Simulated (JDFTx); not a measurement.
# BN (F-43m) in JDFTx: further runs, part 2 of 2

JDFTx 1.7.0 (patched build). Earlier steps stand in the parts before.

**4. Equation of state, r2SCAN, 5.60 Å³/atom (volume scaled by 0.94)**

File BN.in:

```
lattice \
    0.0000000000     1.7759905947     1.7759905947 \
    1.7759905947     0.0000000000     1.7759905947 \
    1.7759905947     1.7759905947     0.0000000000
latt-scale 1.889726124626 1.889726124626 1.889726124626
coords-type Lattice
ion N      0.2500000000     0.2500000000     0.2500000000 1
ion B      0.0000000000     0.0000000000     0.0000000000 1

ion-species pseudo/N.upf
ion-species pseudo/B.upf
elec-cutoff 40 320
elec-ex-corr mgga-x-r2scan mgga-c-r2scan
kpoint-folding 13 13 13
elec-smearing Fermi 0.0018374661
elec-n-bands 9
electronic-SCF nIterations 100 energyDiffThreshold 1e-09
electronic-minimize nIterations 30 energyDiffThreshold 1e-7
forces-output-coords Cartesian

dump-name run.$VAR
dump End Ecomponents EigStats BandEigs Kpoints Forces Stress ElecDensity KEdensity
```

Potentials or basis: SG15-PBE-1.2.

On the command line:

```sh
> jdftx -c 1 -i BN.in -o BN.out
```

Output:

```text
*************** JDFTx 1.7.0 (patched build) ***************

Input parsed successfully to the following command list (including defaults):
[... the input with its defaults ...]

---------- Setting up symmetries ----------

Found 48 point-group symmetries of the bravais lattice
Found 24 space-group symmetries with basis
Applied RMS atom displacement 0 bohrs to make symmetries exact.

---------- Initializing the Grid ----------
R =
[            0      3.35614      3.35614  ]
[      3.35614            0      3.35614  ]
[      3.35614      3.35614            0  ]
unit cell volume = 75.6047
G =
[  -0.936074   0.936074   0.936074  ]
[   0.936074  -0.936074   0.936074  ]
[   0.936074   0.936074  -0.936074  ]
Minimum fftbox size, Smin = [  40  40  40  ]
Chosen fftbox size, S = [  40  40  40  ]

---------- Initializing tighter grid for wavefunction operations ----------
R =
[... 80 lines left out ...]
SCF: Cycle: 11   F: -12.865905735731712   dF: -2.452e-10   |Residual|: 4.349e-05   |deigs|: 4.454e-06
	FillingsUpdate:  mu: +0.577101066  nElectrons: 8.000000
SCF: Cycle: 12   F: -12.865905735776987   dF: -4.528e-11   |Residual|: 2.546e-05   |deigs|: 1.195e-05
SCF: Converged (|Delta E|<1.000000e-09 for 2 iters).

Setting wave functions to eigenvectors of Hamiltonian

# Stress tensor in Cartesian coordinates [Eh/a0^3]:
[ -0.000664723            0            0  ]
[            0 -0.000664723            0  ]
[            0            0 -0.000664723  ]

# Ionic positions in lattice coordinates:
ion N   0.250000000000000   0.250000000000000   0.250000000000000 1
ion B   0.000000000000000   0.000000000000000   0.000000000000000 1

# Forces in Cartesian coordinates:
force N  -0.000000000000000   0.000000000000000  -0.000000000000000 1
force B  -0.000000000000000   0.000000000000000   0.000000000000000 1

# Energy components:
   Eewald =      -13.4040604331005060
       EH =        1.7674926599401877
     Eloc =       -6.2016474780492290
      Enl =       -0.6885340794978143
      Exc =       -3.7684014854425194
       KE =        9.4292450803728958
-------------------------------------
     Etot =      -12.8659057357769857
       TS =        0.0000000000000013
-------------------------------------
        F =      -12.8659057357769875

IonicMinimize: Iter:   0  F: -12.865905735776987  |grad|_K:  1.562e-35
IonicMinimize: Converged (|grad|_K<1.000000e-04).

Dumping 'run.eigStats' ...
	eMin: -0.374277 at state 0 ( [ +0.000000 +0.000000 +0.000000 ] spin 0 )
	HOMO: +0.436035 at state 0 ( [ +0.000000 +0.000000 +0.000000 ] spin 0 )
	mu  : +0.577101
	LUMO: +0.624945 at state 47 ( [ +0.000000 +0.461538 +0.461538 ] spin 0 )
	eMax: +1.427238 at state 0 ( [ +0.000000 +0.000000 +0.000000 ] spin 0 )
	HOMO-LUMO gap: +0.188910
	Optical gap  : +0.359237 at state 0 ( [ +0.000000 +0.000000 +0.000000 ] spin 0 )
Done!
[note: mu as printed may lie anywhere between the filled and the empty levels]
```

Run time: 75 s. Hardware: 1 thread of Arm Neoverse V2, shared host; peak memory 0.07 GiB.

Results:

* Free energy: -350.0991 eV
* Pressure: 19.6 GPa
* Band gap on the k mesh: 5.14 eV, indirect (least direct gap 9.78 eV)

Caveat: the potentials were made for another functional, which shifts forces and pressure; an odd mesh through Γ misses points on the zone boundary, where band edges often lie.

**5. Equation of state, r2SCAN, 5.72 Å³/atom (volume scaled by 0.96)**

BN.in: that of step 4 with these lines changed.

```diff
@@ -1,5 +1,5 @@
 lattice \
-    0.0000000000     1.7759905947     1.7759905947 \
-    1.7759905947     0.0000000000     1.7759905947 \
-    1.7759905947     1.7759905947     0.0000000000
+    0.0000000000     1.7884979828     1.7884979828 \
+    1.7884979828     0.0000000000     1.7884979828 \
+    1.7884979828     1.7884979828     0.0000000000
 latt-scale 1.889726124626 1.889726124626 1.889726124626
@@ -21,2 +21,2 @@
 dump-name run.$VAR
-dump End Ecomponents EigStats BandEigs Kpoints Forces Stress ElecDensity KEdensity
+dump End Ecomponents EigStats BandEigs Kpoints Forces Stress
```

On the command line:

```sh
> jdftx -c 1 -i BN.in -o BN.out
```

Wall time 76 s (1 thread of Arm Neoverse V2, shared host); peak memory 0.08 GiB.

The run converged. Its results:

| Item | Value |
| --- | --- |
| Free energy | -350.1214 eV |
| Pressure | 10.4 GPa |
| Band gap on the k mesh | 5.11 eV, indirect (least direct gap 9.67 eV) |

Caveat: the potentials were made for another functional, which shifts forces and pressure; an odd mesh through Γ misses points on the zone boundary, where band edges often lie.

**6. Equation of state, r2SCAN, 5.84 Å³/atom (volume scaled by 0.98)**

BN.in: that of step 5 with these lines changed.

```diff
@@ -1,5 +1,5 @@
 lattice \
-    0.0000000000     1.7884979828     1.7884979828 \
-    1.7884979828     0.0000000000     1.7884979828 \
-    1.7884979828     1.7884979828     0.0000000000
+    0.0000000000     1.8008328414     1.8008328414 \
+    1.8008328414     0.0000000000     1.8008328414 \
+    1.8008328414     1.8008328414     0.0000000000
 latt-scale 1.889726124626 1.889726124626 1.889726124626
```

Potentials or basis: SG15-PBE-1.2.

On the command line:

```sh
> jdftx -c 1 -i BN.in -o BN.out
```

It took 76 s on 1 thread of Arm Neoverse V2, shared host; peak memory 0.08 GiB.

It converged, with:

| Item | Value |
| --- | --- |
| Free energy | -350.1307 eV |
| Pressure | 2.0 GPa |
| Band gap on the k mesh | 5.08 eV, indirect (least direct gap 9.57 eV) |

Caveat: the potentials were made for another functional, which shifts forces and pressure; an odd mesh through Γ misses points on the zone boundary, where band edges often lie.

**7. Equation of state, r2SCAN, 5.96 Å³/atom**

BN.in: that of step 6 with these lines changed.

```diff
@@ -1,5 +1,5 @@
 lattice \
-    0.0000000000     1.8008328414     1.8008328414 \
-    1.8008328414     0.0000000000     1.8008328414 \
-    1.8008328414     1.8008328414     0.0000000000
+    0.0000000000     1.8130010000     1.8130010000 \
+    1.8130010000     0.0000000000     1.8130010000 \
+    1.8130010000     1.8130010000     0.0000000000
 latt-scale 1.889726124626 1.889726124626 1.889726124626
```

On the command line:

```sh
> jdftx -c 1 -i BN.in -o BN.out
```

It took 76 s on 1 thread of Arm Neoverse V2, shared host; peak memory 0.08 GiB.

Results (log left out):

- Free energy: -350.1280 eV
- Pressure: -5.6 GPa
- Band gap on the k mesh: 5.04 eV, indirect (least direct gap 9.47 eV)

Caveat: the potentials were made for another functional, which shifts forces and pressure; an odd mesh through Γ misses points on the zone boundary, where band edges often lie.

**8. Equation of state, r2SCAN, 6.08 Å³/atom (volume scaled by 1.02)**

BN.in: that of step 7 with these lines changed.

```diff
@@ -1,5 +1,5 @@
 lattice \
-    0.0000000000     1.8130010000     1.8130010000 \
-    1.8130010000     0.0000000000     1.8130010000 \
-    1.8130010000     1.8130010000     0.0000000000
+    0.0000000000     1.8250079791     1.8250079791 \
+    1.8250079791     0.0000000000     1.8250079791 \
+    1.8250079791     1.8250079791     0.0000000000
 latt-scale 1.889726124626 1.889726124626 1.889726124626
```

On the command line:

```sh
> jdftx -c 1 -i BN.in -o BN.out
```

It took 77 s on 1 thread of Arm Neoverse V2, shared host; peak memory 0.08 GiB.

Results (log left out):

```
Free energy            : -350.1145 eV
Pressure               : -12.6 GPa
Band gap on the k mesh : 5.01 eV, indirect (least direct gap 9.37 eV)
```

Caveat: the potentials were made for another functional, which shifts forces and pressure; an odd mesh through Γ misses points on the zone boundary, where band edges often lie.

**9. Equation of state, r2SCAN, 6.20 Å³/atom (volume scaled by 1.04)**

BN.in: that of step 8 with these lines changed.

```diff
@@ -1,5 +1,5 @@
 lattice \
-    0.0000000000     1.8250079791     1.8250079791 \
-    1.8250079791     0.0000000000     1.8250079791 \
-    1.8250079791     1.8250079791     0.0000000000
+    0.0000000000     1.8368590123     1.8368590123 \
+    1.8368590123     0.0000000000     1.8368590123 \
+    1.8368590123     1.8368590123     0.0000000000
 latt-scale 1.889726124626 1.889726124626 1.889726124626
```

Potentials or basis: SG15-PBE-1.2.

On the command line:

```sh
> jdftx -c 1 -i BN.in -o BN.out
```

It took 77 s on 1 thread of Arm Neoverse V2, shared host; peak memory 0.08 GiB.

The run converged. Its results:

| Property | Result |
| --- | --- |
| Free energy | -350.0912 eV |
| Pressure | -18.9 GPa |
| Band gap on the k mesh | 4.98 eV, indirect (least direct gap 9.28 eV) |

Caveat: the potentials were made for another functional, which shifts forces and pressure; an odd mesh through Γ misses points on the zone boundary, where band edges often lie.

**10. Equation of state, r2SCAN, 6.32 Å³/atom (volume scaled by 1.06)**

BN.in: that of step 9 with these lines changed.

```diff
@@ -1,5 +1,5 @@
 lattice \
-    0.0000000000     1.8368590123     1.8368590123 \
-    1.8368590123     0.0000000000     1.8368590123 \
-    1.8368590123     1.8368590123     0.0000000000
+    0.0000000000     1.8485590667     1.8485590667 \
+    1.8485590667     0.0000000000     1.8485590667 \
+    1.8485590667     1.8485590667     0.0000000000
 latt-scale 1.889726124626 1.889726124626 1.889726124626
```

On the command line:

```sh
> jdftx -c 1 -i BN.in -o BN.out
```

Wall time 77 s (1 thread of Arm Neoverse V2, shared host); peak memory 0.08 GiB.

It converged, with:

* Free energy: -350.0589 eV
* Pressure: -24.6 GPa
* Band gap on the k mesh: 4.95 eV, indirect (least direct gap 9.18 eV)

Caveat: the potentials were made for another functional, which shifts forces and pressure; an odd mesh through Γ misses points on the zone boundary, where band edges often lie.

**11. Equation of state, r2SCAN**

This step only gathers the single runs of the series.

Results:

```yaml
Equilibrium_volume: 5.87 Å³/atom
Bulk_modulus: 384 GPa
Pressure_derivative_of_the_bulk_modulus: 3.6
```

Energy against volume, from the lowest point:
```tsv
volume (Å³/atom)	energy (meV/atom)
5.602	15.77
5.721	4.62
5.840	0.00
5.959	1.32
6.078	8.06
6.198	19.72
6.317	35.86
```

Caveat: the potentials were made for another functional, which shifts forces and pressure.

**12. Against experiment**

Step 2. Measured gap of BN: 6.4 eV (indirect; 300 K; a printed reference work, monograph). This calculation gives 4.93 eV (-1.47 eV). The value is that of SCAN, without temperature or zero-point motion. The cell is a database's relaxed one, not the measured one, which moves gaps too.

Step 3. The gap isn't set beside the measured one, since the derivative discontinuity is missing.

Step 11. Measured bulk modulus of BN: 395 GPa (300 K; quoted in “Effect of nanostructuration on compressibility of cubic BN”, 2012, arxiv:1208.3664). This calculation gives 384 GPa (-2.9 %). The fit is for a static lattice scaled at fixed shape and fixed fractional positions.
